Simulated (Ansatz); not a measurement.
# SnO (P4/nmm) in Ansatz: further runs

Aim: see how the results for SnO move with the level of theory and the settings. Levels: rPW86-PBE+rVV10, PBE. Tasks: relaxation of cell and atoms, single point.

All numbers are computed with Ansatz 0.2.0; they aren't measurements. Logs are shortened: lines on timing, memory, paths and dates and some standing lists are left out, and cuts for length are marked.

### 1 The structure

Symmetry: P4/nmm, No. 129, tetragonal system. Conventional cell: a = 3.814 Å, b = 3.814 Å, c = 4.887 Å, α = 90.00°, β = 90.00°, γ = 90.00°. Around Sn (site symmetry 4mm) lie 4 O at 2.23 Å. O (site symmetry -4m2) is surrounded by 4 Sn at 2.23 Å.

The cell is a database's computed one.

### 2 Relaxation of cell and atoms, rPW86-PBE+rVV10

File input.yaml:

```yaml
crystal:
  lattice:
    - [3.81369522, 0.0, 0.0]
    - [0.0, 3.81369522, 0.0]
    - [0.0, 0.0, 4.8869133]
  atoms:
    - { symbol: Sn, position: [0.5, 0.0, 0.76462614] }
    - { symbol: Sn, position: [0.0, 0.5, 0.23537386] }
    - { symbol: O, position: [0.0, 0.0, 0.0] }
    - { symbol: O, position: [0.5, 0.5, 0.0] }
hamiltonian:
  xc: { exchange: rpw86, correlation: pbe }
  pseudopotentials: { kind: paw }
  dispersion: rvv10
kpoints:
  mp_grid: { grid: [7, 7, 6] }
scf:
  occupations: { method: fermi_dirac, width: 0.05 }
output:
  forces: true
  stress: true
relax:
  f_tol: 0.01
  max_steps: 40
  cell: { stress_tol: 0.05 }
```

Potentials or basis: Ansatz PAW.

Launch:

```
$ ansatz run input.yaml --threads 2 --pin off --max-ram 5120MiB --backend cpu --events-out ev --progress --plain --runs-dir out
```

The log of the run:

```text
Warning: RAYON_NUM_THREADS=2 ignored (pool sized by the plan → 2); use --threads N
Engine: ansatz 0.2.0, x86_64-unknown-linux-gnu
Pseudopotentials: kind: paw
Pseudopotential: Sn, paw, valence charge 14, recommended cutoff 420 eV (normal), Sn.paw.azcp
Pseudopotential: O, paw, valence charge 6, recommended cutoff 420 eV (normal), O.paw.azcp
Functional definition: unnamed
  exchange = rpw86_x
  correlation = pbe_c + rvv10(6.3, 0.0093)
Crystal: 4 atoms, lattice volume = 71.077 Å³
Basis set: ecut = 420 eV, 1409 PW (Γ), exchange–correlation on 60×60×80 points (8 copies of the dense FFT grid, shifted against one another)
Bands: 24, of which v1, the nominal top of the filled ones, is band 20 counted from 1 (19 counted from 0)
Symmetry: 16 space group operations
Space group: P4/nmm (ITA 129), of the structure as read, at distance tolerance 4.1e-5 Å
k-points: 40 of 294
Non-local potential: Sn, projectors of the file, l = 0: 2, l = 1: 2, l = 2: 2, l = 3: 2
Non-local potential: O, projectors of the file, l = 0: 2, l = 1: 2, l = 2: 1
PAW form: soft (Blöchl's): semilocal exchange-correlation on the pseudo side does not see the compensation charge
rVV10 density: all electrons in the spheres
PAW frozen core: Sn, regenerated for the run's functional, and the local potential with it (the file was generated under x = pbe(κ = 0.804, μ = 0.2195149727645171), c = pbe(β = 0.06672455060314922))
PAW frozen core: O, regenerated for the run's functional, and the local potential with it (the file was generated under x = pbe(κ = 0.804, μ = 0.2195149727645171), c = pbe(β = 0.06672455060314922))
PAW one-centre angular grid: Sn, 590 points (default); XC on 96 Gauss nodes
PAW one-centre angular grid: O, 110 points (default); XC on 64 Gauss nodes
Initial density: superposition of atomic densities (neutral atoms: chi_scale 0, normalization atom), corrected by the library's trained network
Initial wavefunctions: pseudopotential atomic-orbital guess
Functional: x = rpw86, c = pbe(β = 0.06672455060314922) + rvv10(b = 6.3, C = 0.0093)
SCF iter   1: F=—  HF=-13282.677083 eV  |F-HF|=—  |Δ(HF+E_count)|=         —  Δρ=1.06e-2  dr2=5.48e-2  ethr=1.77e-3  ⟨swp⟩=6.0  Hψ=4380  notcnv=0
preconditioner: auto → Resta (q_TF=auto, 2.479 Å⁻¹)  ε∞=3.4  [insulator: Δε(μ)=0.450 eV  Ē_g=17.965 eV  σ=0.050 eV  W_gap=0.98  n_scr=18 (ndim 8)  ℏωp=27.9 eV  f_vac=0.021  D(μ)=0.01/eV (n_scr^D=0)  ε∞_Penn≈3.4]
SCF iter   2: F=—  HF=-13282.663918 eV  |F-HF|=—  |Δ(HF+E_count)|=   1.32e-2  Δρ=3.33e-3  dr2=7.79e-3  ethr=1.37e-4  ⟨swp⟩=2.0  Hψ=1828  notcnv=0
SCF iter   3: F=—  HF=-13282.662438 eV  |F-HF|=—  |Δ(HF+E_count)|=   1.48e-3  Δρ=1.18e-3  dr2=5.08e-4  ethr=1.95e-5  ⟨swp⟩=2.0  Hψ=1298  notcnv=0
SCF iter   4: F=—  HF=-13282.662476 eV  |F-HF|=—  |Δ(HF+E_count)|=   3.79e-5  Δρ=1.71e-4  dr2=2.36e-5  ethr=1.27e-6  ⟨swp⟩=2.0  Hψ=1733  notcnv=0
SCF iter   5: F=—  HF=-13282.662479 eV  |F-HF|=—  |Δ(HF+E_count)|=   2.89e-6  Δρ=4.03e-5  dr2=1.57e-6  ethr=5.91e-8  ⟨swp⟩=2.8  Hψ=1669  notcnv=0
SCF iter   6: F=—  HF=-13282.662479 eV  |F-HF|=—  |Δ(HF+E_count)|=   1.53e-7  Δρ=1.44e-5  dr2=1.56e-7  ethr=3.92e-9  ⟨swp⟩=2.0  Hψ=1757  notcnv=0
SCF iter   7: F=-13282.662479 eV  HF=-13282.662479 eV  |F-HF|=2.31e-9  |Δ(HF+E_count)|=   7.09e-9  Δρ=2.86e-6  dr2=5.72e-9  ethr=2.50e-10  ⟨swp⟩=5.0  Hψ=3282  notcnv=0
SCF 1 converged in 7 iterations: F = -13282.662479 eV  dr2 = 5.72e-9
relax step   1: F+E_penalty+E_count = -13282.66247862 eV  Δ(F+E_penalty+E_count) = +0.000e0 eV  max|allowed force component| = 6.555e-1 eV/Å  Δτ_max = 0.0000 Å  P = +5.110 GPa  Ω = 71.077 Å³  (7 SCF iters, dr2 threshold 1.00e-7 eV, accepted)
Crystal: 4 atoms, lattice volume = 74.972 Å³
Basis set: ecut = 420 eV, 1489 PW (Γ), exchange–correlation on 60×60×80 points (8 copies of the dense FFT grid, shifted against one another)
rVV10 density: all electrons in the spheres
Initial density: handed on by an earlier stage of this run
Initial wavefunctions: those handed on with the density
iter 1 solved again at ethr=6.15e-5 eV; its pass at ethr=3.10e-3 eV (dr2=2.46e-2 eV) is discarded
SCF iter   1: F=—  HF=-13282.716514 eV  |F-HF|=—  |Δ(HF+E_count)|=         —  Δρ=5.10e-3  dr2=2.43e-2  ethr=6.15e-5  ⟨swp⟩=1.0  Hψ=5543  notcnv=0
preconditioner: auto → Resta (q_TF=auto, 2.457 Å⁻¹)  ε∞=3.3  [insulator: Δε(μ)=0.612 eV  Ē_g=17.694 eV  σ=0.050 eV  W_gap=1.00  n_scr=18 (ndim 8)  ℏωp=27.1 eV  f_vac=0.027  D(μ)=0.00/eV (n_scr^D=0)  ε∞_Penn≈3.3]
SCF iter   2: F=—  HF=-13282.709741 eV  |F-HF|=—  |Δ(HF+E_count)|=   6.77e-3  Δρ=1.89e-3  dr2=7.25e-3  ethr=6.08e-5  ⟨swp⟩=2.0  Hψ=1423  notcnv=0
SCF iter   3: F=—  HF=-13282.707979 eV  |F-HF|=—  |Δ(HF+E_count)|=   1.76e-3  Δρ=1.52e-3  dr2=1.76e-3  ethr=1.81e-5  ⟨swp⟩=2.1  Hψ=1333  notcnv=0
SCF iter   4: F=—  HF=-13282.707427 eV  |F-HF|=—  |Δ(HF+E_count)|=   5.52e-4  Δρ=3.11e-4  dr2=8.01e-5  ethr=4.39e-6  ⟨swp⟩=2.0  Hψ=1312  notcnv=0
[... 37 lines left out ...]
SCF iter   5: F=—  HF=-13282.720099 eV  |F-HF|=—  |Δ(HF+E_count)|=   1.10e-7  Δρ=1.25e-5  dr2=1.31e-7  ethr=5.10e-9  ⟨swp⟩=2.0  Hψ=1207  notcnv=0
SCF iter   6: F=-13282.720099 eV  HF=-13282.720099 eV  |F-HF|=1.38e-9  |Δ(HF+E_count)|=   2.09e-8  Δρ=1.93e-6  dr2=2.92e-9  ethr=3.02e-10  ⟨swp⟩=4.8  Hψ=3167  notcnv=0
SCF 5 converged in 6 iterations: F = -13282.720099 eV  dr2 = 2.92e-9
relax step   5: F+E_penalty+E_count = -13282.72009932 eV  Δ(F+E_penalty+E_count) = +1.716e-3 eV  max|allowed force component| = 6.179e-2 eV/Å  Δτ_max = 0.0095 Å  P = +0.034 GPa  Ω = 75.038 Å³  energy of the carried Pulay correction = -1.587e-3 eV  (6 SCF iters, dr2 threshold 1.21e-7 eV, rejected (line search))
Crystal: 4 atoms, lattice volume = 74.741 Å³
rVV10 density: all electrons in the spheres
iter 1 solved again at ethr=4.09e-7 eV; its pass at ethr=3.10e-3 eV (dr2=1.64e-4 eV) is discarded
SCF iter   1: F=—  HF=-13282.721294 eV  |F-HF|=—  |Δ(HF+E_count)|=         —  Δρ=5.66e-4  dr2=1.74e-4  ethr=4.09e-7  ⟨swp⟩=2.2  Hψ=5357  notcnv=0
preconditioner: auto → Resta (q_TF=auto, 2.458 Å⁻¹)  ε∞=3.4  [insulator: Δε(μ)=0.595 eV  Ē_g=17.709 eV  σ=0.050 eV  W_gap=0.99  n_scr=18 (ndim 8)  ℏωp=27.2 eV  f_vac=0.021  D(μ)=0.00/eV (n_scr^D=0)  ε∞_Penn≈3.4]
SCF iter   2: F=—  HF=-13282.721250 eV  |F-HF|=—  |Δ(HF+E_count)|=   4.45e-5  Δρ=2.56e-4  dr2=2.94e-5  ethr=4.09e-7  ⟨swp⟩=2.2  Hψ=1525  notcnv=0
SCF iter   3: F=—  HF=-13282.721246 eV  |F-HF|=—  |Δ(HF+E_count)|=   3.82e-6  Δρ=1.39e-4  dr2=1.07e-5  ethr=7.35e-8  ⟨swp⟩=3.0  Hψ=1760  notcnv=0
SCF iter   4: F=—  HF=-13282.721241 eV  |F-HF|=—  |Δ(HF+E_count)|=   5.59e-6  Δρ=3.16e-5  dr2=7.57e-7  ethr=2.69e-8  ⟨swp⟩=2.0  Hψ=1271  notcnv=0
SCF iter   5: F=—  HF=-13282.721241 eV  |F-HF|=—  |Δ(HF+E_count)|=   3.20e-7  Δρ=6.51e-6  dr2=3.88e-8  ethr=1.89e-9  ⟨swp⟩=2.4  Hψ=1267  notcnv=0
SCF iter   6: F=—  HF=-13282.721241 eV  |F-HF|=—  |Δ(HF+E_count)|=   3.42e-9  Δρ=1.20e-6  dr2=1.20e-9  ethr=9.70e-11  ⟨swp⟩=2.1  Hψ=1335  notcnv=0
SCF iter   7: F=—  HF=-13282.721241 eV  |F-HF|=—  |Δ(HF+E_count)|=  3.57e-10  Δρ=2.68e-7  dr2=5.03e-11  ethr=3.00e-12  ⟨swp⟩=2.1  Hψ=1527  notcnv=0
SCF iter   8: F=-13282.721241 eV  HF=-13282.721241 eV  |F-HF|=3.64e-12  |Δ(HF+E_count)|=  1.46e-11  Δρ=7.11e-8  dr2=4.02e-12  ethr=1.00e-12  ⟨swp⟩=5.0  Hψ=3513  notcnv=0
SCF 6 converged in 8 iterations: F = -13282.721241 eV  dr2 = 4.02e-12
relax step   6: F+E_penalty+E_count = -13282.72124083 eV  Δ(F+E_penalty+E_count) = +5.741e-4 eV  max|allowed force component| = 1.544e-3 eV/Å  Δτ_max = 0.0030 Å  P = +0.023 GPa  Ω = 74.741 Å³  energy of the carried Pulay correction = -7.645e-4 eV  (8 SCF iters, accepted)
rVV10 density: all electrons in the spheres
iter 1 solved again at ethr=1.58e-7 eV; its pass at ethr=3.10e-3 eV (dr2=6.32e-5 eV) is discarded
SCF iter   1: F=—  HF=-13282.722041 eV  |F-HF|=—  |Δ(HF+E_count)|=         —  Δρ=2.60e-5  dr2=6.66e-8  ethr=1.58e-7  ⟨swp⟩=3.4  Hψ=6999  notcnv=0
preconditioner: auto → Resta (q_TF=auto, 2.458 Å⁻¹)  ε∞=3.4  [insulator: Δε(μ)=0.598 eV  Ē_g=17.713 eV  σ=0.050 eV  W_gap=0.99  n_scr=18 (ndim 8)  ℏωp=27.2 eV  f_vac=0.021  D(μ)=0.00/eV (n_scr^D=0)  ε∞_Penn≈3.4]
SCF iter   2: F=—  HF=-13282.722045 eV  |F-HF|=—  |Δ(HF+E_count)|=   4.20e-6  Δρ=1.23e-5  dr2=1.88e-8  ethr=1.67e-10  ⟨swp⟩=2.5  Hψ=1804  notcnv=0
SCF iter   3: F=—  HF=-13282.722045 eV  |F-HF|=—  |Δ(HF+E_count)|=   5.84e-8  Δρ=4.35e-6  dr2=3.57e-9  ethr=4.71e-11  ⟨swp⟩=2.0  Hψ=1257  notcnv=0
SCF iter   4: F=—  HF=-13282.722045 eV  |F-HF|=—  |Δ(HF+E_count)|=   4.85e-9  Δρ=6.25e-7  dr2=1.80e-10  ethr=8.93e-12  ⟨swp⟩=2.0  Hψ=1360  notcnv=0
SCF iter   5: F=-13282.722045 eV  HF=-13282.722045 eV  |F-HF|=9.09e-12  |Δ(HF+E_count)|=  7.28e-12  Δρ=8.91e-8  dr2=6.13e-12  ethr=1.00e-12  ⟨swp⟩=5.2  Hψ=3371  notcnv=0
SCF 7 converged in 5 iterations: F = -13282.722045 eV  dr2 = 6.13e-12
relax step   7: F+E_penalty+E_count = -13282.72204533 eV  Δ(F+E_penalty+E_count) = -8.045e-4 eV  max|allowed force component| = 1.850e-3 eV/Å  Δτ_max = 0.0000 Å  P = +0.030 GPa  Ω = 74.741 Å³  stress off target by 3.88e-2 GPa  SCF on the basis re-selected at this cell (its energy is not comparable with the rows above)  (5 SCF iters)
basis re-selected at this cell: Δ(F+E_penalty+E_count) = -8.045e-4 eV, ΔP = +0.008 GPa vs the last step (what re-selecting the basis moved, of the pressure what is left beyond the Pulay correction that the steps carried, after the strain that the cell walked since its last selection, with what the two solves' SCF thresholds leave and, on support functions, any second-order correction that the steps lacked; it is no measure of the basis error at this ecutwfc). This SCF's stress stands 3.88e-2 GPa from its target on what of the cell is left free (relax.cell.stress_tol is 5.00e-2 GPa) and its largest allowed force component is 1.85e-3 eV/Å (relax.f_tol is 1.00e-2 eV/Å): within both
SCF converged after 5 iterations
Free energy (F): -13282.722045 eV
Harris-Foulkes:  -13282.722045 eV  (|F-HF|=9.09e-12)
Internal energy: -13282.721994 eV  (E = F + TS)
E sigma→0 (E₀):  -13282.722020 eV
Entropy (-TS):   -0.000051 eV (-0.013 meV/atom)
Fermi energy:    9.112747 eV
--- Per-component energies (eV) ---
  E_band       = -213.691108
  E_kinetic    = 721.880992
  E_local      = -2782.114898  (includes V_loc(G=0)·N_el)
  E_nonlocal   = 26.143414
  E_hartree    = 1488.875955
  E_xc         = -909.996411
  E_vxc        = -378.953475  (∫ρ·V_xc dr)
  E_paw        = -8689.192344  (= ΣΔE_a)
  E_vpaw       = -778.402785  (= ΣTr[D̂ρ^β])
  E_aug_tail   = 0.003818  (compensation charges beyond the density's cutoff)
  E_ewald      = -3137.856870
  E_core_change = -0.465649  (= ΣΔE_core)
  E_smearing   = -0.000051  (= −TS)
  E_closure    = -0.000000  (closes the sum)
  Σ components = -13282.722045   (vs F -13282.722045, Δ=0.00e0)
--- Forces (eV/Å), atoms counted from 1 ---
  atom   1  Sn     0.00000000     0.00000000     0.00184974
  atom   2  Sn     0.00000000     0.00000000    -0.00184974
  atom   3  O      0.00000000     0.00000000    -0.00000000
  atom   4  O      0.00000000     0.00000000     0.00000000
  max |Σ_I F_I| component: 0.00e0 eV/Å
--- Stress (GPa, compression-positive) ---
        0.026192       0.000000       0.000000
        0.000000       0.026192       0.000000
        0.000000       0.000000       0.038825
  P = ⅓ Tr σ = 0.0304 GPa (0.304 kbar)
--- Relaxed structure (5 steps of the walk, 4 accepted, 2 SCFs on fresh bases) ---
  F+E_penalty+E_count = -13282.72204533 eV   max|allowed force component| = 1.850e-3 eV/Å   (the final SCF, on the basis selected at the relaxed cell)
  cell:  # Å, volume = 74.7410 Å³
    - [3.88995512204504, 1.1082156675119787e-35, 0.0]
    - [1.1082156675119787e-35, 3.88995512204504, 0.0]
    - [0.0, 0.0, 4.9393491837366215]
  atoms:
    - { symbol: Sn, position: [0.5, 3.9607523770781035e-37, 0.7642453779243683] }
    - { symbol: Sn, position: [-5.239905868508003e-38, 0.5, 0.23575462207563136] }
    - { symbol: O, position: [-1.531901892146161e-36, 3.960752377078102e-37, -2.4631216912361063e-35] }
    - { symbol: O, position: [0.5, 0.5, 5.418867720719434e-35] }
```

It took 49 s on 2 threads of Intel Xeon at 2.50GHz (Skylake/Cascade Lake), shared host; peak memory 0.45 GiB.

Results:

```yaml
Free_energy: -13282.7220 eV
Relaxed_volume: 18.69 Å³/atom
Relaxed_cell: a = 3.890 Å, b = 3.890 Å, c = 4.939 Å, α = 90.00°, β = 90.00°, γ = 90.00°
Space_group_after_relaxing_to_0.05_Å: P4/nmm (No. 129)
Energy_gained_by_relaxing: 14.9 meV/atom
Ionic_steps: 6
Pressure_after_relaxing: 0.0 GPa
Band_gap_on_the_k_mesh: 0.60 eV
```

Step by step:
```
step  energy change (eV)  largest force (eV/Å)  volume (Å³)
   1              0.0000                0.6555        71.08
   2             -0.0449                0.0488        74.97
   3             -0.0471                0.0017        74.46
   4             -0.0593                0.0047        74.46
   5             -0.0588                0.0015        74.74
   6             -0.0596                0.0019        74.74
```

Final structure:
```
Sn O
1.0
     3.88996    0.00000    0.00000
     0.00000    3.88996    0.00000
     0.00000    0.00000    4.93935
Sn O
2 2
Direct
  0.50000 0.00000 0.76425
  0.00000 0.50000 0.23575
  0.00000 0.00000 0.00000
  0.50000 0.50000 0.00000
```

Caveat: odd divisions of the mesh miss points on the zone boundary, where band edges often lie, so the gap on the mesh can be too wide; the plane-wave basis is chosen anew once the cell has moved, so the energies of steps on either side of that aren't comparable; the pressure holds a Pulay correction of +0.4 GPa for the finite cutoff; spin-orbit coupling is left out, which moves the levels of the heavy elements; the PAW data sets come from PBE, with cores solved anew for the run's functional, which leaves a small shift of forces and pressure. A k mesh can miss the band edges.

### 3 Single point, PBE

Changes to input.yaml since step 2:

```diff
@@ -11,7 +11,6 @@
 hamiltonian:
-  xc: { exchange: rpw86, correlation: pbe }
+  xc: pbe
   pseudopotentials: { kind: paw }
-  dispersion: rvv10
 kpoints:
-  mp_grid: { grid: [7, 7, 6] }
+  mp_grid: { grid: [12, 12, 10] }
 scf:
@@ -21,5 +20,2 @@
   stress: true
-relax:
-  f_tol: 0.01
-  max_steps: 40
-  cell: { stress_tol: 0.05 }
+  eigenvalues: true
```

Potentials or basis: Ansatz PAW.

Launch:

```
$ ansatz run input.yaml --threads 2 --pin off --max-ram 5120MiB --backend cpu --events-out ev --progress --plain --runs-dir out
```

The log of the run:

```text
Warning: RAYON_NUM_THREADS=2 ignored (pool sized by the plan → 2); use --threads N
Engine: ansatz 0.2.0, x86_64-unknown-linux-gnu
Pseudopotentials: kind: paw
Pseudopotential: Sn, paw, valence charge 14, recommended cutoff 420 eV (normal), Sn.paw.azcp
Pseudopotential: O, paw, valence charge 6, recommended cutoff 420 eV (normal), O.paw.azcp
Functional definition: PBE
  parameter kappa = 0.804
  parameter beta = 0.06672455060314922
  exchange = pbe_x(kappa = kappa, mu = beta*pi^2/3)
  correlation = pbe_c(beta = beta)
Crystal: 4 atoms, lattice volume = 71.077 Å³
Basis set: ecut = 420 eV, 1409 PW (Γ), exchange–correlation on 54×54×72 points (8 copies of the dense FFT grid, shifted against one another)
Bands: 24, of which v1, the nominal top of the filled ones, is band 20 counted from 1 (19 counted from 0)
Symmetry: 16 space group operations
Space group: P4/nmm (ITA 129), of the structure as read, at distance tolerance 4.1e-5 Å
k-points: 168 of 1440
Non-local potential: Sn, projectors of the file, l = 0: 2, l = 1: 2, l = 2: 2, l = 3: 2
Non-local potential: O, projectors of the file, l = 0: 2, l = 1: 2, l = 2: 1
PAW form: soft (Blöchl's): semilocal exchange-correlation on the pseudo side does not see the compensation charge
PAW one-centre angular grid: Sn, 590 points (default); XC on 64 Gauss nodes
PAW one-centre angular grid: O, 110 points (default); XC on 64 Gauss nodes
Initial density: superposition of atomic densities (neutral atoms: chi_scale 0, normalization atom), corrected by the library's trained network
Initial wavefunctions: pseudopotential atomic-orbital guess
Functional: x = pbe(κ = 0.804, μ = 0.2195149727645171), c = pbe(β = 0.06672455060314922)
SCF iter   1: F=—  HF=-13183.369682 eV  |F-HF|=—  |Δ(HF+E_count)|=         —  Δρ=1.44e-3  dr2=1.07e-3  ethr=1.77e-3  ⟨swp⟩=6.0  Hψ=18642  notcnv=0
preconditioner: auto → Resta (q_TF=auto, 2.479 Å⁻¹)  ε∞=3.4  [insulator: Δε(μ)=0.153 eV  Ē_g=18.100 eV  σ=0.050 eV  W_gap=0.54  n_scr=18 (ndim 8)  ℏωp=27.9 eV  f_vac=0.021  D(μ)=0.04/eV (n_scr^D=0)  ε∞_Penn≈3.4]
SCF iter   2: F=—  HF=-13183.369517 eV  |F-HF|=—  |Δ(HF+E_count)|=   1.64e-4  Δρ=8.81e-4  dr2=3.38e-4  ethr=2.68e-6  ⟨swp⟩=2.1  Hψ=8903  notcnv=0
SCF iter   3: F=—  HF=-13183.369889 eV  |F-HF|=—  |Δ(HF+E_count)|=   3.71e-4  Δρ=2.75e-4  dr2=4.12e-5  ethr=8.46e-7  ⟨swp⟩=2.0  Hψ=7390  notcnv=0
SCF iter   4: F=—  HF=-13183.369892 eV  |F-HF|=—  |Δ(HF+E_count)|=   3.60e-6  Δρ=9.49e-5  dr2=6.68e-6  ethr=1.03e-7  ⟨swp⟩=3.0  Hψ=7759  notcnv=0
SCF iter   5: F=—  HF=-13183.369895 eV  |F-HF|=—  |Δ(HF+E_count)|=   2.95e-6  Δρ=1.06e-4  dr2=7.01e-6  ethr=1.67e-8  ⟨swp⟩=2.0  Hψ=7405  notcnv=0
SCF iter   6: F=—  HF=-13183.369894 eV  |F-HF|=—  |Δ(HF+E_count)|=   1.38e-6  Δρ=1.90e-5  dr2=2.29e-7  ethr=1.67e-8  ⟨swp⟩=2.0  Hψ=5352  notcnv=0
SCF iter   7: F=-13183.369894 eV  HF=-13183.369894 eV  |F-HF|=8.14e-9  |Δ(HF+E_count)|=   1.10e-7  Δρ=5.01e-6  dr2=2.38e-8  ethr=2.50e-10  ⟨swp⟩=6.3  Hψ=18334  notcnv=0
SCF 1 converged in 7 iterations: F = -13183.369894 eV  dr2 = 2.38e-8
SCF converged after 7 iterations
Free energy (F): -13183.369894 eV
Harris-Foulkes:  -13183.369894 eV  (|F-HF|=8.14e-9)
Internal energy: -13183.369424 eV  (E = F + TS)
E sigma→0 (E₀):  -13183.369659 eV
Entropy (-TS):   -0.000470 eV (-0.117 meV/atom)
Fermi energy:    9.918538 eV
--- Per-component energies (eV) ---
  E_band       = -191.741896
  E_kinetic    = 724.471637
  E_local      = -2719.417568  (includes V_loc(G=0)·N_el)
  E_nonlocal   = 32.147830
  E_hartree    = 1466.984318
  E_xc         = -913.094831
  E_vxc        = -380.804615  (∫ρ·V_xc dr)
  E_paw        = -8589.107161  (= ΣΔE_a)
  E_vpaw       = -782.111992  (= ΣTr[D̂ρ^β])
  E_aug_tail   = 0.004836  (compensation charges beyond the density's cutoff)
  E_ewald      = -3185.358485
  E_smearing   = -0.000470  (= −TS)
  E_closure    = -0.000000  (closes the sum)
  Σ components = -13183.369894   (vs F -13183.369894, Δ=0.00e0)
--- Forces (eV/Å), atoms counted from 1 ---
  atom   1  Sn     0.00000000     0.00000000    -0.37374494
  atom   2  Sn     0.00000000     0.00000000     0.37374494
  atom   3  O      0.00000000     0.00000000     0.00000000
  atom   4  O      0.00000000     0.00000000    -0.00000000
  max |Σ_I F_I| component: 5.55e-17 eV/Å
--- Stress (GPa, compression-positive) ---
        3.901945       0.000000       0.000000
        0.000000       3.901945       0.000000
        0.000000       0.000000       2.970828
  P = ⅓ Tr σ = 3.5916 GPa (35.916 kbar)
--- Band table (eV; the first three rows and the last of 168) ---
  k-point 0: bands = ["-12.2259", "-11.7918", "-11.7860", "-11.7860", "-11.7494", "-11.7322", "-11.6960", "-11.6857", "-11.6634", "-11.6634", "-10.4098", "-7.7822", "2.1344", "3.1620", "3.5441", "3.5441", "6.3189", "6.6185", "6.6185", "9.7888", "11.8632", "14.0763", "14.5112", "14.5112"]
  k-point 1: bands = ["-12.2245", "-11.7932", "-11.7839", "-11.7839", "-11.7483", "-11.7310", "-11.6970", "-11.6868", "-11.6657", "-11.6657", "-10.4066", "-7.7822", "1.8255", "3.5540", "3.5540", "3.5706", "6.3134", "6.6175", "6.6175", "9.6979", "11.7397", "14.1392", "14.1460", "14.1460"]
  k-point 2: bands = ["-12.2209", "-11.7969", "-11.7779", "-11.7779", "-11.7454", "-11.7278", "-11.6999", "-11.6900", "-11.6724", "-11.6724", "-10.3983", "-7.7824", "1.3650", "3.5795", "3.5795", "4.3263", "6.2974", "6.6133", "6.6133", "9.3811", "11.5400", "13.6147", "13.6147", "14.1225"]
  k-point 167: bands = ["-12.1354", "-12.1354", "-11.7593", "-11.7593", "-11.7291", "-11.7291", "-11.6927", "-11.6927", "-11.6600", "-11.6600", "-8.6672", "-8.6672", "0.8352", "0.8352", "4.2411", "4.2411", "7.1432", "7.1432", "7.2775", "7.2775", "12.1567", "12.1567", "13.7511", "13.7511"]
```

It took 19 s on 2 threads of Intel Xeon at 2.50GHz (Skylake/Cascade Lake), shared host; peak memory 0.51 GiB.

Results:

* Free energy: -13183.3699 eV
* Pressure: 3.6 GPa
* Largest force: 0.374 eV/Å
* Band gap on the k mesh: 0.14 eV, indirect (least direct gap 2.04 eV)

Forces in eV/Å, atoms in the order of the input:
```
Sn   0.000  0.000 -0.374
Sn   0.000  0.000  0.374
O    0.000  0.000  0.000
O    0.000  0.000  0.000
```

Caveat: the pressure holds a Pulay correction of +0.5 GPa for the finite cutoff; spin-orbit coupling is left out, which moves the levels of the heavy elements.
